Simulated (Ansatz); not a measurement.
Crystal: TiO2.

```xyz
12
Lattice="1.4741 -4.7965 0.0000 1.4741 4.7965 0.0000 0.0000 0.0000 10.2352" Properties=species:S:1:pos:R:3 pbc="T T T"
Ti    1.4741   -3.5198    5.9686
Ti    1.4741    3.5198    4.2666
Ti    1.4741   -3.5198    9.3842
Ti    1.4741    3.5198    0.8510
O     1.4741    0.0000    5.1176
O     1.4741    0.0000    0.0000
O     1.4741   -4.1656    7.6764
O     1.4741    4.1656    2.5588
O     1.4741   -2.4405    1.0529
O     1.4741    2.4405    9.1824
O     1.4741    2.4405    6.1705
O     1.4741   -2.4405    4.0648
```

Measurements of this composition are mostly on another form, of space group No. 141.

| Item | Value |
| --- | --- |
| Program | Ansatz 0.2.0 |
| Task | single point |
| Functional | PBE |
| Potentials or basis | Ansatz PAW |
| Cutoff | 420 eV (not typed: the program's choice for these potentials) |
| k mesh | 9 × 9 × 3 |
| Occupations | fermi-dirac, width 0.05 eV |
| Spin | no spin polarisation |

On this cell: pressure -1.4 GPa; largest force 0.184 eV/Å; band gap on the k mesh 2.58 eV, indirect (least direct gap 2.66 eV).

The same run follows on a disturbed copy (atoms moved at random, drawn with an rms of 0.05 Å):

```
Ti O
1.0
     1.47410   -4.79653    0.00000
     1.47410    4.79653    0.00000
     0.00000    0.00000   10.23522
Ti O
4 8
Direct
  0.86617 0.13313 0.58312
  0.13712 0.86478 0.41624
  0.87071 0.12702 0.91609
  0.12793 0.87182 0.08281
  0.49169 0.50064 0.49447
  0.49562 0.50427 0.00225
  0.95065 0.09357 0.75030
  0.05981 0.92561 0.25029
  0.75929 0.25503 0.10032
  0.24900 0.75772 0.89557
  0.24596 0.75636 0.60302
  0.77179 0.25833 0.39932
```

Question: What does the disturbed cell give?

Answer: The energy moves by +12.8 meV/atom; pressure -0.5 GPa; largest force 1.965 eV/Å; band gap on the k mesh 2.31 eV, indirect (least direct gap 2.38 eV).

Forces in eV/Å, atoms in the order of the input:
```
Ti   0.038  0.190 -0.341
Ti   0.225  0.397  0.013
Ti   0.011  1.923  0.404
Ti   0.051 -1.306 -0.047
O    0.153 -0.420  0.328
O    0.097 -0.341 -0.074
O   -0.165 -0.696 -0.491
O    0.125  0.031  0.165
O   -0.185  0.489  0.090
O    0.044 -0.429  0.224
O    0.146 -0.029 -0.061
O   -0.540  0.191 -0.209
```

Stress tensor (GPa, compression positive):
```
-2.14  0.97  0.28
 0.97 -1.36 -1.13
 0.28 -1.13  2.04
```

Caveats: odd divisions of the mesh miss points on the zone boundary, where band edges often lie, so the gap on the mesh can be too wide.

A k mesh can miss the band edges.
